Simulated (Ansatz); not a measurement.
# TaSi2 (P6_222) in Ansatz: notebook, part 2 of 2

Ansatz 0.2.0.

## 4. Projected density of states, PBEsol+U

The input, input.yaml:

```yaml
crystal:
  lattice:
    - [4.78, 0.0, 0.0]
    - [-2.39, 4.1396014301, 0.0]
    - [0.0, 0.0, 6.564]
  atoms:
    - { symbol: Ta, position: [0.0, 0.5, 0.1666666667] }
    - { symbol: Ta, position: [0.5, 0.5, 0.8333333333] }
    - { symbol: Ta, position: [0.5, 0.0, 0.5] }
    - { symbol: Si, position: [0.3333, 0.16665, 0.1666666667] }
    - { symbol: Si, position: [0.16665, 0.83335, 0.8333333333] }
    - { symbol: Si, position: [0.83335, 0.6667, 0.5] }
    - { symbol: Si, position: [0.6667, 0.83335, 0.1666666667] }
    - { symbol: Si, position: [0.83335, 0.16665, 0.8333333333] }
    - { symbol: Si, position: [0.16665, 0.3333, 0.5] }
hamiltonian:
  xc: pbesol
  pseudopotentials: { kind: paw }
  hubbard: { sites: [{ species: Ta, l: d, u_eff: 2.0 }] }
kpoints:
  mp_grid: { grid: [7, 7, 4] }
scf:
  occupations: { method: fermi_dirac, width: 0.05 }
  n_extra_bands: 22
output:
  forces: true
  stress: true
  eigenvalues: true
  dos: { projected: true, de: 0.05, nscf_kmesh: { grid: [11, 11, 6] } }
  write_density: true
  write_potential: true
  elf: true
  volumetric_format: npy
```

Potentials or basis: Ansatz PAW.

Started as:

```console
> ansatz run input.yaml --threads 4 --pin off --max-ram 11264MiB --backend cpu --events-out ev --progress --plain --runs-dir out
```

Log:

```text
Warning: RAYON_NUM_THREADS=4 ignored (pool sized by the plan → 4); use --threads N
Ta: projections on atomic orbitals take those of the free atom [Kr 4d10 4f14] 5s2 5p6 5d3 6s2, of charge +0.00 (hamiltonian.pseudopotentials.projection_atoms); the dataset's partial waves leave at most 6.0e-5 of an orbital's norm unspanned inside its sphere
Si: projections on atomic orbitals take those of the free atom [Ne] 3s2 3p2, of charge +0.00 (hamiltonian.pseudopotentials.projection_atoms); the dataset's partial waves leave at most 6.1e-8 of an orbital's norm unspanned inside its sphere
scf.n_extra_bands = 22 over 32 filled bands (N_el = 63.0): the run solves 54 bands
Engine: ansatz 0.2.0, aarch64-unknown-linux-gnu
Pseudopotentials: kind: paw
Pseudopotential: Ta, paw, valence charge 13, recommended cutoff 420 eV (normal), Ta.paw.azcp
Pseudopotential: Si, paw, valence charge 4, recommended cutoff 420 eV (normal), Si.paw.azcp
Functional definition: PBEsol
  exchange = pbesol_x
  correlation = pbesol_c
Crystal: 9 atoms, lattice volume = 129.884 Å³
Basis set: ecut = 420 eV, 2523 PW (Γ), exchange–correlation on 64×64×90 points (8 copies of the dense FFT grid, shifted against one another)
Bands: 54, of which v1, the nominal top of the filled ones, is band 32 counted from 1 (31 counted from 0)
Symmetry: 12 space group operations
Space group: P6222 (ITA 180), of the structure as read, at distance tolerance 5.1e-5 Å
k-points: 24 of 196 (time reversal used)
Non-local potential: Ta, projectors of the file, l = 0: 3, l = 1: 2, l = 2: 2, l = 3: 1
Non-local potential: Si, projectors of the file, l = 0: 2, l = 1: 2, l = 2: 2
PAW form: soft (Blöchl's): semilocal exchange-correlation on the pseudo side does not see the compensation charge
PAW frozen core: Ta, regenerated for the run's functional, and the local potential with it (the file was generated under x = pbe(κ = 0.804, μ = 0.2195149727645171), c = pbe(β = 0.06672455060314922))
PAW frozen core: Si, regenerated for the run's functional, and the local potential with it (the file was generated under x = pbe(κ = 0.804, μ = 0.2195149727645171), c = pbe(β = 0.06672455060314922))
PAW one-centre angular grid: Ta, 590 points (default); XC on 64 Gauss nodes
PAW one-centre angular grid: Si, 110 points (default); XC on 64 Gauss nodes
Initial density: superposition of atomic densities (chi_scale 0.1, normalization cell, long waves of neutral atoms under a Hubbard term (reshape's long-wave potential 0.00 eV rms, cloud 2.81 Å wide))
Initial wavefunctions: pseudopotential atomic-orbital guess
Functional: x = pbesol(κ = 0.804, μ = 0.12345679012345678), c = pbesol(β = 0.046)
iter 1 solved again at ethr=2.26e-3 eV; its pass at ethr=3.10e-3 eV (dr2=1.42e0 eV) is discarded
SCF iter   1: F=—  HF=-33146.000525 eV  |F-HF|=—  |Δ(HF+E_count)|=         —  Δρ=3.58e-2  dr2=1.42e0  ethr=2.26e-3  ⟨swp⟩=2.8  Hψ=7279  notcnv=0
preconditioner: auto → Kerker (q_TF=auto, 2.418 Å⁻¹)  [metal: Δε(μ)=0.060 eV  Ē_g=9.617 eV  σ=0.050 eV  W_gap=0.28  n_scr=22 (ndim 8)  ℏωp=20.3 eV  f_vac=0.000  D(μ)=4.26/eV (n_scr^D=22)]
SCF iter   2: F=—  HF=-33146.222583 eV  |F-HF|=—  |Δ(HF+E_count)|=   2.22e-1  Δρ=2.25e-2  dr2=7.02e-1  ethr=2.26e-3  ⟨swp⟩=1.9  Hψ=1389  notcnv=0
SCF iter   3: F=—  HF=-33146.179211 eV  |F-HF|=—  |Δ(HF+E_count)|=   4.34e-2  Δρ=3.38e-3  dr2=1.57e-2  ethr=1.11e-3  ⟨swp⟩=3.0  Hψ=2265  notcnv=0
SCF iter   4: F=—  HF=-33146.178659 eV  |F-HF|=—  |Δ(HF+E_count)|=   5.53e-4  Δρ=1.36e-3  dr2=2.27e-3  ethr=2.50e-5  ⟨swp⟩=2.2  Hψ=1848  notcnv=0
SCF iter   5: F=—  HF=-33146.178473 eV  |F-HF|=—  |Δ(HF+E_count)|=   1.86e-4  Δρ=1.84e-4  dr2=4.08e-5  ethr=3.61e-6  ⟨swp⟩=3.0  Hψ=1893  notcnv=0
SCF iter   6: F=—  HF=-33146.178470 eV  |F-HF|=—  |Δ(HF+E_count)|=   2.38e-6  Δρ=2.60e-5  dr2=9.62e-7  ethr=6.47e-8  ⟨swp⟩=2.9  Hψ=1870  notcnv=0
SCF iter   7: F=-33146.178470 eV  HF=-33146.178470 eV  |F-HF|=4.27e-9  |Δ(HF+E_count)|=   1.67e-7  Δρ=2.56e-6  dr2=8.76e-9  ethr=1.59e-10  ⟨swp⟩=11.5  Hψ=8389  notcnv=0
SCF 1 converged in 7 iterations: F = -33146.178470 eV  dr2 = 8.76e-9
NSCF: frozen V_eff on 64 k-points
SCF converged after 7 iterations
Free energy (F): -33146.178470 eV
Harris-Foulkes:  -33146.178470 eV  (|F-HF|=4.27e-9)
Internal energy: -33146.146474 eV  (E = F + TS)
E sigma→0 (E₀):  -33146.162472 eV
Entropy (-TS):   -0.031996 eV (-3.555 meV/atom)
Fermi energy:    15.178513 eV
--- Per-component energies (eV) ---
  E_band       = -258.832260
  E_kinetic    = 1362.592970
  E_local      = -2354.011433  (includes V_loc(G=0)·N_el)
  E_nonlocal   = 205.273100
  E_hartree    = 899.013482
  E_xc         = -991.884927
  E_vxc        = -909.245664  (∫ρ·V_xc dr)
  E_hubbard    = 7.390935  (on-site DFT+U / exact-exchange correction)
  E_vhub       = 1.420112  (the Hubbard potential's part of the band-sum identity)
  E_paw        = -27812.299780  (= ΣΔE_a)
  E_vpaw       = -362.888249  (= ΣTr[D̂ρ^β])
  E_aug_tail   = 0.000467  (compensation charges beyond the density's cutoff)
  E_ewald      = -4463.051592
  E_core_change = 0.830303  (= ΣΔE_core)
  E_smearing   = -0.031996  (= −TS)
  E_closure    = 0.000000  (closes the sum)
  Σ components = -33146.178470   (vs F -33146.178470, Δ=0.00e0)
--- Forces (eV/Å), atoms counted from 1 ---
  atom   1  Ta    -0.00000000    -0.00000000     0.00000000
  atom   2  Ta     0.00000000     0.00000000     0.00000000
  atom   3  Ta     0.00000000     0.00000000     0.00000000
  atom   4  Si    -0.66540706    -0.38417294     0.00000000
  atom   5  Si    -0.66540706     0.38417294    -0.00000000
  atom   6  Si     0.00000000     0.76834589     0.00000000
  atom   7  Si     0.66540706     0.38417294    -0.00000000
  atom   8  Si     0.66540706    -0.38417294    -0.00000000
  atom   9  Si    -0.00000000    -0.76834589    -0.00000000
  max |Σ_I F_I| component: 3.52e-16 eV/Å
--- Stress (GPa, compression-positive) ---
       -1.533750      -0.000000       0.000000
       -0.000000      -1.533750       0.000000
        0.000000       0.000000       0.965095
  P = ⅓ Tr σ = -0.7008 GPa (-7.008 kbar)
--- Band table (eV; the first three rows and the last of 24) ---
  k-point 0: bands = ["-52.5283", "-52.5125", "-52.5125", "-19.2466", "-19.2375", "-19.2375", "-19.1351", "-19.1351", "-19.0711", "-19.0548", "-19.0548", "-19.0211", "1.8232", "5.1366", "5.1366", "8.7886", "9.2813", "9.2813", "9.2993", "9.2993", "10.3249", "11.2748", "11.2748", "11.5116", "12.6389", "12.6389", "12.6656", "12.6656", "12.8729", "12.8729", "12.9297", "13.3361", "15.7666", "18.2607", "18.2607", "18.5726", "18.6559", "18.7798", "19.1582", "19.1582", "19.2691", "19.2691", "19.6804", "19.6804", "19.8157", "20.3386", "20.3386", "20.5578", "21.1256", "21.1256", "21.4262", "22.7912", "23.2791", "23.2791"]
  k-point 1: bands = ["-52.5269", "-52.5177", "-52.5088", "-19.2735", "-19.2347", "-19.1855", "-19.1637", "-19.1279", "-19.0873", "-19.0526", "-19.0422", "-19.0261", "2.0720", "3.8714", "6.3438", "8.9285", "8.9896", "9.1996", "9.5360", "9.7672", "10.2829", "10.3511", "10.7685", "10.9073", "12.5031", "12.6557", "12.8030", "12.8738", "13.1823", "13.2622", "13.2955", "14.0966", "16.5217", "17.5410", "18.0090", "18.4893", "18.5457", "18.6718", "18.6925", "18.9780", "19.2439", "19.3684", "19.5879", "19.7425", "20.1111", "20.2048", "20.2834", "20.4048", "20.6825", "21.6345", "22.3029", "22.6078", "22.9520", "23.4517"]
  k-point 2: bands = ["-52.5230", "-52.5230", "-52.5074", "-19.2863", "-19.2032", "-19.2032", "-19.1301", "-19.1301", "-19.1281", "-19.0390", "-19.0390", "-19.0347", "2.7879", "2.7879", "7.0787", "8.7207", "8.7916", "9.4349", "9.4349", "10.1222", "10.1222", "10.1301", "10.1301", "11.0785", "12.5508", "12.5508", "12.6780", "12.8100", "13.1254", "13.1254", "13.4710", "16.2558", "16.2558", "17.9639", "17.9639", "18.2761", "18.3420", "18.4573", "18.4573", "18.9446", "18.9726", "19.2402", "19.5672", "19.5672", "19.6896", "20.1100", "20.1100", "20.5410", "20.5410", "21.6958", "21.6958", "21.7944", "23.5427", "23.5427"]
  k-point 23: bands = ["-52.5226", "-52.5165", "-52.5137", "-19.2866", "-19.2490", "-19.2474", "-19.1344", "-19.1172", "-19.0523", "-19.0461", "-19.0437", "-19.0426", "4.7096", "4.7392", "5.3712", "6.0024", "6.2938", "7.1982", "9.7868", "10.1911", "10.5717", "11.2119", "12.2709", "12.2751", "12.3676", "12.5320", "12.5613", "12.7477", "14.0172", "14.6653", "14.7356", "15.2374", "16.3484", "16.7047", "17.0151", "17.3431", "17.3517", "18.0303", "18.4454", "18.6387", "18.9094", "19.0161", "19.3347", "19.7292", "20.3819", "20.5901", "21.0297", "21.3268", "21.5806", "21.7196", "21.8599", "22.4514", "23.1261", "23.1492"]
Occupation matrices written to <dir>
```

It took 19 s on 4 threads of Arm Neoverse V1, shared host; peak memory 0.84 GiB.

What came out:

```
Free energy                          : -33146.1785 eV
Pressure                             : -0.7 GPa
Largest force                        : 0.768 eV/Å
Band gap on the k mesh               : none (metal or under the smearing width)
Density of states at the Fermi level : 4.47 states/eV per cell
```

Forces on the atoms (eV/Å):
```
Ta   0.000  0.000  0.000
Ta   0.000  0.000  0.000
Ta   0.000  0.000  0.000
Si  -0.665 -0.384  0.000
Si  -0.665  0.384  0.000
Si   0.000  0.768  0.000
Si   0.665  0.384  0.000
Si   0.665 -0.384  0.000
Si   0.000 -0.768  0.000
```

States per cell in windows of 0.5 eV (zero at the Fermi level; states under -8 eV left out):
```tsv
from (eV)	total	Ta 5d	Si 3p	Si 3s	Ta 6s	Ta 5p	Ta 5s
-8.0	1.48	0.30	0.43	0.65	0.07	0.02	0.01
-7.5	1.29	0.26	0.38	0.56	0.06	0.02	0.01
-7.0	0.94	0.22	0.31	0.35	0.04	0.01	0.00
-6.5	0.78	0.17	0.39	0.15	0.05	0.01	0.01
-6.0	1.76	0.40	1.04	0.18	0.10	0.02	0.01
-5.5	1.80	0.43	1.05	0.20	0.08	0.02	0.01
-5.0	1.75	0.47	0.97	0.17	0.09	0.02	0.01
-4.5	1.51	0.47	0.77	0.15	0.08	0.02	0.00
-4.0	1.70	0.55	0.83	0.21	0.07	0.02	0.00
-3.5	2.15	0.76	1.05	0.22	0.06	0.02	0.00
-3.0	3.79	1.64	1.75	0.21	0.06	0.04	0.00
-2.5	5.35	2.73	2.29	0.13	0.03	0.04	0.00
-2.0	2.55	1.27	1.06	0.11	0.01	0.02	0.00
-1.5	1.89	1.11	0.61	0.10	0.01	0.00	0.00
-1.0	1.05	0.67	0.29	0.05	0.00	0.00	0.00
-0.5	1.14	0.74	0.29	0.05	0.00	0.00	0.00
0.0	1.53	1.03	0.34	0.06	0.01	0.00	0.00
0.5	1.01	0.68	0.19	0.06	0.01	0.00	0.00
1.0	1.25	0.63	0.33	0.19	0.02	0.00	0.00
1.5	2.01	0.83	0.63	0.30	0.10	0.00	0.00
2.0	3.08	1.37	0.90	0.38	0.16	0.00	0.01
2.5	3.34	1.39	0.86	0.45	0.25	0.00	0.01
3.0	2.98	1.16	0.77	0.35	0.27	0.00	0.01
3.5	3.52	1.52	0.90	0.41	0.21	0.00	0.01
4.0	3.40	1.39	0.85	0.45	0.23	0.00	0.01
4.5	2.94	1.10	0.87	0.35	0.19	0.00	0.01
5.0	2.54	0.77	0.86	0.27	0.18	0.00	0.01
5.5	2.56	0.68	0.92	0.25	0.18	0.00	0.01
6.0	2.90	0.64	1.21	0.19	0.19	0.00	0.01
6.5	2.95	0.55	1.27	0.18	0.18	0.00	0.01
7.0	2.86	0.50	1.23	0.14	0.13	0.00	0.01
7.5	2.80	0.41	1.15	0.12	0.16	0.00	0.01
```

Eigenvalues of the final occupation matrices:
```tsv
site	spin	trace	eigenvalues
site 1	1	2.23	0.41 0.43 0.45 0.45 0.49
site 2	1	2.23	0.41 0.43 0.45 0.45 0.49
site 3	1	2.23	0.41 0.43 0.45 0.45 0.49
```

Caveat: the cell's inner coordinates are idealised or old, which leaves forces on the atoms; U without spin polarisation on a metal has little footing; the PAW data sets come from PBE, with cores solved anew for the run's functional, which leaves a small shift of forces and pressure; the U is typed as a test and isn't derived for this compound; the density of states is complete only up to the lowest level of the last band computed.

## 5. Overview

| level | U | hubbard projectors | double counting | gap on the mesh (eV) | pressure (GPa) | largest force (eV/Å) |
| --- | --- | --- | --- | --- | --- | --- |
| PBEsol | - | - | - | none | -1.3 | 0.75 |
| PBEsol+U | Ta d U = 1 eV | ortho-atomic (the default) | fll (the default) | none | -1.0 | 0.76 |
| PBEsol+U | Ta d U = 2 eV | ortho-atomic (the default) | fll (the default) | none | -0.7 | 0.77 |

Alike in all rows: task projected density of states; potentials or basis Ansatz PAW; no spin polarisation; cell as given; k mesh 7 × 7 × 4; cutoff (eV) 420; smearing fermi-dirac 0.05 eV.

Every run on the cell as given and a fine mesh finds a metal. The pressure there spans -1.3 GPa (PBEsol) to -0.7 GPa (PBEsol+U); a positive pressure means that this level wants a larger cell, a negative one a smaller.

Caveats: the cell's inner coordinates are idealised or old, which leaves forces on the atoms; the PAW data sets come from PBE, with cores solved anew for the run's functional, which leaves a small shift of forces and pressure; the density of states is complete only up to the lowest level of the last band computed; U without spin polarisation on a metal has little footing (some runs); the U is typed as a test and isn't derived for this compound (some runs).

Absolute energies hang on the potentials; compare differences alone.
